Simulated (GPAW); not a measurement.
Input of a GPAW 26.7.0 run:

The input run.py:

```python
from ase.eos import EquationOfState
from ase.io import Trajectory, read
from ase.units import GPa
from gpaw import GPAW, PW

atoms = read('POSCAR')

traj = Trajectory('eos.traj', 'w')
volumes, energies = [], []
for x in [0.94, 0.96, 0.98, 1.0, 1.02, 1.04, 1.06]:
    a = atoms.copy()
    a.set_cell(atoms.cell * x**(1 / 3), scale_atoms=True)
    calc = GPAW(mode=PW(600),
                xc='MGGA_X_TASK+LDA_C_PW',
                kpts={'size': (6, 6, 6), 'gamma': True},
                occupations={'name': 'fermi-dirac', 'width': 0.05},
                nbands=16,
                convergence={'density': 1e-05, 'energy': 1e-05},
                maxiter=150,
                txt=f'eos-{x:.2f}.txt')
    a.calc = calc
    energies.append(a.get_potential_energy(force_consistent=True))
    volumes.append(a.get_volume())
    p = -a.get_stress()[:3].mean() / GPa
    calc.write(f'eos-{x:.2f}.gpw')
    traj.write(a)
    print(f'{x:.2f} {volumes[-1]:10.4f} A^3 {energies[-1]:14.6f} eV {p:9.3f} GPa', flush=True)

v0, e0, B = EquationOfState(volumes, energies, eos='birchmurnaghan').fit()
print(f'V0 = {v0:.4f} A^3, E0 = {e0:.6f} eV, B0 = {B / GPa:.2f} GPa')
```

The input POSCAR:

```
RbBr
1.0
    0.0000000000      3.4270000000      3.4270000000
    3.4270000000      0.0000000000      3.4270000000
    3.4270000000      3.4270000000      0.0000000000
Rb Br
1 1
Direct
    0.0000000000      0.0000000000      0.0000000000
    0.5000000000      0.5000000000      0.5000000000
```

Potentials or basis: GPAW PAW data sets (gpaw-data 1.2.1), pw.

Launch:

```bash
$ OMP_NUM_THREADS=1 python run.py
```

Problem. What does it give for the equilibrium volume?

Solution. Outside the volumes run.

Energy against volume, from the lowest point:
| volume (Å³/atom) | energy (meV/atom) |
| --- | --- |
| 37.833 | 180.41 |
| 38.638 | 143.48 |
| 39.443 | 109.50 |
| 40.248 | 78.38 |
| 41.053 | 49.91 |
| 41.858 | 23.84 |
| 42.663 | 0.00 |

Caveat: the PAW data sets were made with another functional, which shifts forces and pressure a little.
